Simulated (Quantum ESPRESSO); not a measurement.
AlN, 2 atoms in the cell. It takes space group F-43m (No. 216, cubic). Conventional cell: a = 4.368 Å, b = 4.368 Å, c = 4.368 Å, α = 90.00°, β = 90.00°, γ = 90.00°. Al (site symmetry -43m) is surrounded by 4 N at 1.89 Å. Around N (site symmetry -43m) lie 4 Al at 1.89 Å. Measurements of this composition are mostly on another form, of space group No. 186.

```yaml
Program: Quantum ESPRESSO 7.5
Task: single point
Functional: r2SCAN-X
Potentials_or_basis: SG15 PBE 1.2
Cutoff: 1197 eV
Density_cutoff: 4789 eV
k_mesh: 4 × 4 × 4
Occupations: fixed
Spin: no spin polarisation
Share_of_exact_exchange: 0.1
q_mesh_for_exact_exchange: 4 × 4 × 4
Cutoff_for_exact_exchange: 2394.6 eV
Symmetry: off
Mixing_beta: 0.5
Most_SCF_iterations: 120
SCF_threshold: 1e-07 Ry
```

Potentials or basis: SG15 PBE 1.2.

The run is started by

```bash
$ OMP_NUM_THREADS=1 mpirun -n 2 pw.x -nk 2 -in pw.in > pw.out
```

Hardware: 2 MPI ranks on Arm Neoverse V1, with other jobs on the host.

**Question.** How long does it take, and how much memory?

**Answer.** It took 5.5 min on 2 MPI ranks on Arm Neoverse V1 (shared host), peak memory 0.6 GiB a rank. Counts: scf iterations 16, k pools 2, bands 12, k points 36, g dense 15593.
